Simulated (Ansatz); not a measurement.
The geometry is COD entry 2100858, unchecked; take it as a test cell. The listed cell was then made from it by scaling, straining or moving an atom.

BaTiO3: DFT, PBEsol, all-electron PAW with datasets made for the crystal, scalar-relativistic (Ansatz 0.2.0). What sets it apart from a plain run of this crystal: equal xy, yz and zx engineering shear strains of +3 %.

Command: `ansatz run input.yaml --threads 2 --pin off --max-ram 8192MiB --backend cpu --events-out ev --progress --plain --runs-dir out` The run took 37 s on 2 threads of Intel(R) Xeon(R) 6975P-C (Granite Rapids), on a shared host, peak memory 1.9 GiB.

```yaml
crystal:
  lattice:
    - [3.9998, 0.059997, 0.059997]
    - [0.059997, 3.9998, 0.059997]
    - [0.06027, 0.06027, 4.018]
  atoms:
    - { symbol: Ba, position: [0.0, 0.0, 0.0] }
    - { symbol: Ti, position: [0.5, 0.5, 0.482] }
    - { symbol: O, position: [0.5, 0.5, 0.016] }
    - { symbol: O, position: [0.5, 0.0, 0.515] }
    - { symbol: O, position: [0.0, 0.5, 0.515] }
kpoints:
  mp_grid: { grid: [7, 7, 7] }
scf:
  occupations: { method: fermi_dirac, width: 0.08 }
hamiltonian:
  xc: pbesol
  pseudopotentials: { kind: all_electron, datasets: crystal }
output:
  forces: true
  stress: true
  eigenvalues: true
  efg: { contact_densities: true }
```

Output (standing set-up lines are left out):

```
Crystal: 5 atoms, lattice volume = 64.239 Å³
Basis set: ecut = 580 eV, 2011 PW (Γ), exchange–correlation on 64×64×64 points (8 copies of the dense FFT grid, shifted against one another)
Symmetry: 2 space group operations
Space group: Cm (ITA 8), of the structure as read, at distance tolerance 4.0e-5 Å
k-points: 100 of 343 (time reversal used)
iter 1 solved again at ethr=6.16e-2 eV; its pass at ethr=1.00e-1 eV (dr2=2.47e1 eV) is discarded
SCF iter   1: F=—  HF=-250632.370415 eV  |F-HF|=—  |Δ(HF+E_count)|=         —  Δρ=1.92e-1  dr2=2.46e1  ethr=6.16e-2  ⟨swp⟩=2.6  Hψ=12665  notcnv=0
preconditioner: auto → Resta (q_TF=auto, 2.521 Å⁻¹)  ε∞=3.5  [insulator: Δε(μ)=5.783 eV  Ē_g=17.899 eV  σ=0.080 eV  W_gap=1.00  n_scr=18 (ndim 8)  ℏωp=28.6 eV  f_vac=0.000  D(μ)=0.00/eV (n_scr^D=0)  ε∞_Penn≈3.5]
SCF iter   2: F=—  HF=-250627.334732 eV  |F-HF|=—  |Δ(HF+E_count)|=    5.04e0  Δρ=1.02e-1  dr2=4.31e0  ethr=6.16e-2  ⟨swp⟩=4.6  Hψ=6882  notcnv=0  defer=4
SCF iter   3: F=—  HF=-250626.795639 eV  |F-HF|=—  |Δ(HF+E_count)|=   5.39e-1  Δρ=2.93e-2  dr2=5.41e-1  ethr=1.08e-2  ⟨swp⟩=3.3  Hψ=5872  notcnv=0  defer=18
SCF iter   4: F=—  HF=-250626.816762 eV  |F-HF|=—  |Δ(HF+E_count)|=   2.11e-2  Δρ=3.34e-2  dr2=8.05e-1  ethr=1.35e-3  ⟨swp⟩=4.6  Hψ=6901  notcnv=0  defer=8
SCF iter   5: F=—  HF=-250626.724105 eV  |F-HF|=—  |Δ(HF+E_count)|=   9.27e-2  Δρ=1.55e-2  dr2=1.86e-1  ethr=1.35e-3  ⟨swp⟩=2.9  Hψ=5188  notcnv=0  defer=20
iter 6 solved again at ethr=1.65e-5 eV; its pass at ethr=4.66e-4 eV (dr2=6.60e-3 eV) is discarded
SCF iter   6: F=—  HF=-250626.697000 eV  |F-HF|=—  |Δ(HF+E_count)|=   2.71e-2  Δρ=3.35e-3  dr2=6.37e-3  ethr=1.65e-5  ⟨swp⟩=4.0  Hψ=11560  notcnv=0  defer=3
SCF iter   7: F=—  HF=-250626.696905 eV  |F-HF|=—  |Δ(HF+E_count)|=   9.48e-5  Δρ=2.97e-3  dr2=5.05e-3  ethr=1.59e-5  ⟨swp⟩=3.8  Hψ=5867  notcnv=0  defer=2
SCF iter   8: F=—  HF=-250626.696070 eV  |F-HF|=—  |Δ(HF+E_count)|=   8.34e-4  Δρ=1.03e-3  dr2=6.52e-4  ethr=1.26e-5  ⟨swp⟩=2.9  Hψ=4700  notcnv=0  defer=1
SCF iter   9: F=—  HF=-250626.695998 eV  |F-HF|=—  |Δ(HF+E_count)|=   7.28e-5  Δρ=1.84e-4  dr2=2.56e-5  ethr=1.63e-6  ⟨swp⟩=3.3  Hψ=5950  notcnv=0  defer=1
SCF iter  10: F=—  HF=-250626.695994 eV  |F-HF|=—  |Δ(HF+E_count)|=   3.68e-6  Δρ=7.31e-5  dr2=4.62e-6  ethr=6.40e-8  ⟨swp⟩=4.0  Hψ=5909  notcnv=0
SCF iter  11: F=—  HF=-250626.695994 eV  |F-HF|=—  |Δ(HF+E_count)|=   2.82e-7  Δρ=4.22e-5  dr2=1.56e-6  ethr=1.16e-8  ⟨swp⟩=2.1  Hψ=4507  notcnv=0
SCF iter  12: F=-250626.695993 eV  HF=-250626.695993 eV  |F-HF|=3.41e-8  |Δ(HF+E_count)|=   2.17e-7  Δρ=7.41e-6  dr2=4.03e-8  ethr=3.89e-9  ⟨swp⟩=2.2  Hψ=4533  notcnv=0
SCF 1 converged in 12 iterations: F = -250626.695992 eV  dr2 = 4.03e-8
  Residual-converged pass: ⟨swp⟩=5.0  Hψ=9425  notcnv=0  max |occ|·‖R‖ = 6.0e-6 eV (tolerance 6.7e-6 eV)  dr2=4.09e-8  dr2_onsite=1.00e-8  max |Δocc| = 9.6e-9
  greatest PAW one-centre occupation: 0.979 electrons in one spin orbital (limit 2), on the Ti atom at site 1 (counted from 0), in its partial waves of l = 0
SCF converged after 12 iterations
Free energy (F): -250626.695992 eV
Harris-Foulkes:  -250626.695992 eV  (|F-HF|=3.41e-8)
Internal energy: -250626.695990 eV  (E = F + TS)
E sigma→0 (E₀):  -250626.695991 eV
Entropy (-TS):   -0.000002 eV (-0.000 meV/atom)
Past the cutoff: the bands carry plane waves up to 1.75 times it, of which those up to 1.5 times it add -0.000101 eV an atom, each by itself; the spheres take 0.000144 eV an atom off the energy for waves past 1.75 times it
By the cutoff:   a pressure is off by up to 0.006 GPa (1.2 times the spheres' own share and the shells' term, over an atom's volume, and 0.004 GPa: a bound that held against runs at twice the plane waves)
Past the cutoffs: a stress includes 0.0013 GPa for waves and charges beyond them, in addition to the slope of what the spheres take
In the spheres:  the bands' charges fall short by 1.4e-6 e at most (sound up to 1e-3)
Fermi energy:    13.073189 eV
--- Per-component energies (eV) ---
  The terms above E_closure are by the made datasets' own strengths, without shells solved beside the bands.
--- Forces (eV/Å), atoms counted from 1 ---
  atom   1  Ba    -0.00293111    -0.00293111    -0.10813826
  atom   2  Ti    -0.07132121    -0.07132121    -0.00942224
  atom   3  O      0.04078633     0.04078633     0.41766837
  atom   4  O      0.02778679     0.00567830    -0.15007938
  atom   5  O      0.00567830     0.02778679    -0.15007938
  max |Σ_I F_I| component: 5.09e-5 eV/Å
--- Stress (GPa, compression-positive) ---
       -3.845418      -3.561332      -3.427049
       -3.561332      -3.845418      -3.427049
       -3.427049      -3.427049      -2.382736
  P = ⅓ Tr σ = -3.3579 GPa (-33.579 kbar)
--- PAW observables at the nuclei: V_zz in 10²¹ V/m², potentials from the cell's mean, atoms counted from 1 ---
  atom   1  Ba V_zz =    +3.949183   η = 0.1246   by run symmetry: allowed
            electrostatic potential = -9625.575808 V   contact ρ = 2062250.837170 e/Å³
  atom   2  Ti V_zz =    -1.172117   η = 0.1261   by run symmetry: allowed
            electrostatic potential = -2528.348566 V   contact ρ = 56691.653821 e/Å³
  atom   3  O  V_zz =    +1.578978   η = 0.0839   by run symmetry: allowed
            electrostatic potential = -626.598348 V   contact ρ = 2144.640812 e/Å³
  atom   4  O  V_zz =    +2.623160   η = 0.0552   by run symmetry: allowed
            electrostatic potential = -626.708732 V   contact ρ = 2144.369791 e/Å³
  atom   5  O  V_zz =    +2.623160   η = 0.0552   by run symmetry: allowed
            electrostatic potential = -626.708732 V   contact ρ = 2144.369791 e/Å³
--- Band table (eV; the first three rows and the last of 100) ---
  k-point 0: bands = ["-44.1041", "-20.4893", "-20.4521", "-20.4269", "-12.5214", "-4.6797", "-4.0274", "-3.9414", "2.2315", "2.2376", "2.3690", "9.6330", "9.8841", "9.8931", "10.7844", "10.8076", "10.9945", "11.6602", "11.8961", "11.9516", "13.8931", "14.1554"]
  k-point 1: bands = ["-44.1039", "-20.4986", "-20.4517", "-20.4271", "-12.4991", "-4.6796", "-4.0266", "-3.9356", "2.2614", "2.3163", "2.4088", "9.4115", "9.7047", "9.8197", "10.5727", "10.6327", "10.8073", "11.3736", "11.6794", "11.8809", "13.9284", "14.4871"]
  k-point 2: bands = ["-44.1035", "-20.5198", "-20.4508", "-20.4271", "-12.4482", "-4.7549", "-3.9357", "-3.9223", "2.3309", "2.4312", "2.5608", "8.6957", "9.5034", "9.6034", "10.2364", "10.3620", "10.4565", "10.7089", "11.4709", "11.7275", "13.9951", "15.1557"]
  k-point 99: bands = ["-44.1012", "-20.5320", "-20.4961", "-20.4750", "-12.2616", "-3.9253", "-3.7633", "-3.7398", "1.6043", "1.6305", "1.7286", "7.7214", "8.3833", "8.4317", "9.5252", "9.6403", "9.8178", "11.8504", "11.9479", "12.0501", "16.2067", "16.2260"]
```
